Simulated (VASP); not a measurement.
A run of VASP 6.6.1 is set up as follows.

File POSCAR:

```
HfO2
1.0
    3.5593624465      0.0000000000      0.0000000000
    0.0000000000      3.5593624465      0.0000000000
    0.0000000000      0.0000000000      5.1212215102
  Hf              O
     2     4
Direct
     0.5000000000000000    0.5000000000000000    0.5000000000000000
     1.0000000000000000    0.0000000000000000    0.0000000000000000
     1.0000000000000000    0.5000000000000000    0.7001597287494246
     0.5000000000000000    0.0000000000000000    0.7998402712505754
     0.5000000000000000    0.0000000000000000    0.2998402712505753
     1.0000000000000000    0.5000000000000000    0.2001597287494246
```

INCAR.step1

```
ALGO = Normal
EDIFF = 1E-8
EDIFFG = -0.002
ENCUT = 600
GGA = CA
IBRION = 2
ISIF = 3
ISMEAR = -1
KPAR = 8
LASPH = True
LCHARG = False
LREAL = False
LWAVE = False
NELM = 80
NSW = 40
PREC = Accurate
SIGMA = 0.05
```

INCAR.step2

```
ALGO = Normal
EDIFF = 1E-8
ENCUT = 600
GGA = CA
IBRION = 8
ISIF = 2
ISMEAR = -1
KPAR = 8
LASPH = True
LCHARG = False
LEPSILON = True
LREAL = False
LWAVE = False
NELM = 80
NSW = 1
PREC = Accurate
SIGMA = 0.05
```

File KPOINTS:

```
k-points
0
Gamma
  6 6 4
```

Potentials or basis: VASP PAW LDA potentials, release 64 (Hf_pv, O).

The run is started by

```console
$ cat potpaw_LDA.64/Hf_pv/POTCAR potpaw_LDA.64/O/POTCAR > POTCAR
$ cp INCAR.step1 INCAR
$ mpirun -np 8 vasp_std > vasp.out
$ cp CONTCAR POSCAR
$ cp INCAR.step2 INCAR
$ mpirun -np 8 vasp_std > vasp.out
```

(1) Estimate the electronic dielectric tensor (diagonal).

(2) Estimate the Born charges (mean of the diagonal).

(3) What does it give for the relaxed cell?

Answers

(1) 5.32, 5.32, 4.89.

(2) Hf +5.34; O -2.67 e.

(3) a = 3.524 Å, b = 3.524 Å, c = 5.071 Å, α = 90.00°, β = 90.00°, γ = 90.00°.
